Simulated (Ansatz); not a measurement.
## SiNi3 under changes of volume

One of the cells (11.109 Å³/atom); the others are scaled copies at fixed shape and fractional positions:

```
Ni Si
1.0
     3.54200    0.00000    0.00000
     0.00000    3.54200    0.00000
     0.00000    0.00000    3.54200
Ni Si
3 1
Direct
  0.50000 0.50000 0.00000
  0.50000 0.00000 0.50000
  0.00000 0.50000 0.50000
  0.00000 0.00000 0.00000
```

- Program: Ansatz 0.2.0
- Functional: PBE
- Potentials or basis: all-electron LAPW, scalar-relativistic
- Cutoff: 306 eV (chosen from the basis error)
- Basis error allowed: 0.001 eV/atom
- k mesh: 8 × 8 × 8
- Occupations: fermi-dirac, width 0.05 eV
- Spin: collinear spin, ferromagnetic start
- Starting moments: [1.0, 1.0, 1.0, 0.0] μB

```tsv
volume (Å³/atom)	energy over the lowest point (meV/atom)	pressure (GPa)
10.443	?	?
10.665	0.00	2.3
10.887	0.00	-2.1
11.109	5.76	-6.0
11.331	16.62	-9.5
11.554	32.02	-12.6
11.776	51.43	-15.3
```

Question: What does the run at 10.443 Å³/atom give?

Answer: Energy over the lowest point 6.48 meV/atom; pressure 7.2 GPa.

Worked out: A Birch-Murnaghan fit of order 3 (a polynomial in V^(-2/3)) to the other rows has its minimum at 10.77 Å³/atom with B0 = V·E''(V) = 213 GPa and B' = 4.8. It gives 6.45 meV/atom at 10.443 Å³/atom, against the run's 6.48, and -dE/dV = 7.2 GPa, against 7.2.

Energies are extrapolated to zero smearing.

Caveats: the starting moments weren't kept.
